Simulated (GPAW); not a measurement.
Runs of GPAW 26.7.0 on AlN. The structure is hexagonal, space group P6_3mc (No. 186). The conventional cell has a = 3.113 Å, b = 3.113 Å, c = 4.981 Å, α = 90.00°, β = 90.00°, γ = 120.00°. Al (site symmetry 3m) is surrounded by 4 N at 1.89 Å. Around N (site symmetry 3m) lie 4 Al at 1.89 Å. 

| task | level | potentials or basis | cell | optimizer | fmax | max steps | band path | band points | gap on the mesh (eV) | pressure (GPa) | largest force (eV/Å) |
| --- | --- | --- | --- | --- | --- | --- | --- | --- | --- | --- | --- |
| relaxation of cell and atoms | revPBE | the program's PAW data sets (release 1.2.1) made for this functional, pw | relaxed | LBFGS | 0.02 eV/Å | 60 | - | - | (b) | -0.1 | 0.01 |
| band structure | BP86 | PAW data sets generated in the run's folder for this functional, pw | as given | - | - | - | GMKGALHA,LM,KH | 60 | (c) | 4.8 | 0.13 |
| band structure | r4SCAN | GPAW PAW data sets (gpaw-data 1.2.1), pw | as given | - | - | - | GMKGALHA,LM,KH | 100 | (a) | -0.8 | - |
| band structure | mBEEF | GPAW PAW data sets (gpaw-data 1.2.1), pw | as given | - | - | - | GMKGALHA,LM,KH | 60 | 5.04 | -1.4 | 0.12 |

Alike in all rows: no spin polarisation; k mesh 7 × 7 × 4; cutoff (eV) 800; smearing fermi-dirac 0.05 eV.

Question: Estimate the missing entries.

Answer: (a) 4.88; (b) 3.90; (c) 4.31.

Caveats: the PAW data sets were made with another functional, which shifts forces and pressure a little (some runs); later steps reuse the first step's grids (some runs); the forces don't sum to zero, a sign of grid noise (some runs).

Runs at the PBE level aren't shown here.
